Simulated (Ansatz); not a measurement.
BeO:
```
BeO
1.0
    2.69055     0.00000     0.00000
   -1.34528     2.33009     0.00000
    0.00000     0.00000     4.36964
Be O
2 2
Cartesian
  0.00000   1.55339   4.36915
  1.34528   0.77670   2.18433
  0.00000   1.55339   1.65003
  1.34528   0.77670   3.83485
```

Relaxed with r²SCAN.

### Question
Decompose the optical modes at the zone centre into irreducible representations, and say which are infrared and Raman allowed.

### Answer
Point group 6mm: Γ_opt = A1 + 2B1 + E1 + 2E2. Infrared: A1, E1. Raman: A1, E1, E2.

### Question
Assign frequencies (DFPT, plane-wave PAW r²SCAN (Ansatz code); without the LO–TO term).

### Answer
E2 340, A1 695, E2 695, B1 723, E1 736, B1 897 cm⁻¹.

Subscripts of B labels follow the axes of the standard setting.

Space group P6_3mc (wurtzite). The r²SCAN relaxation kept the symmetry of its start; phonons on a q-mesh show no instability.

Potentials: the later of the program's two PAW sets.
